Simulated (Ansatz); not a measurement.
A 2-atom cell of HgS started from a crystallographic database was relaxed with 5 functionals in the PAW code Ansatz, cell and atoms free, the symmetry of the start kept (meshes: PBE 8×8×8, r2SCAN 6×6×6, PBEsol 6×6×6, LDA 6×6×6, HSE06 4×4×4). Spin-unpolarised throughout; all numbers are computed.

The LDA result:
```
Hg S
1.0
     0.00000    2.90660    2.90660
     2.90660    0.00000    2.90660
     2.90660    2.90660    0.00000
Hg S
1 1
Direct
  0.00000 0.00000 0.00000
  0.25000 0.25000 0.25000
```

It is cubic, F-43m (No. 216); conventional cell a = 5.813 Å, 24.56 Å³ an atom. Hg is surrounded by 4 S at 2.52 Å; S is surrounded by 4 Hg at 2.52 Å.

(1) How does the cell change with r2SCAN?

(2) How does the cell change with HSE06?

(3) Held at the r2SCAN cell, what mean stress do LDA and PBE find, and does its sign point to their own minimum?

## Answers

(1) a = 5.930 Å; the volume differs by +6.2 % from LDA's. Hg is surrounded by 4 S at 2.57 Å; S is surrounded by 4 Hg at 2.57 Å.

(2) a = 5.928 Å; the volume differs by +6.0 % from LDA's. Hg has 4 S at 2.57 Å; S has 4 Hg at 2.57 Å.

(3) Yes. LDA -3.51 GPa, and its relaxed volume is -5.8 % from r2SCAN's; PBE +1.68 GPa, and its relaxed volume is +3.1 % from r2SCAN's. Compression counts positive, so a positive stress asks for a larger cell.
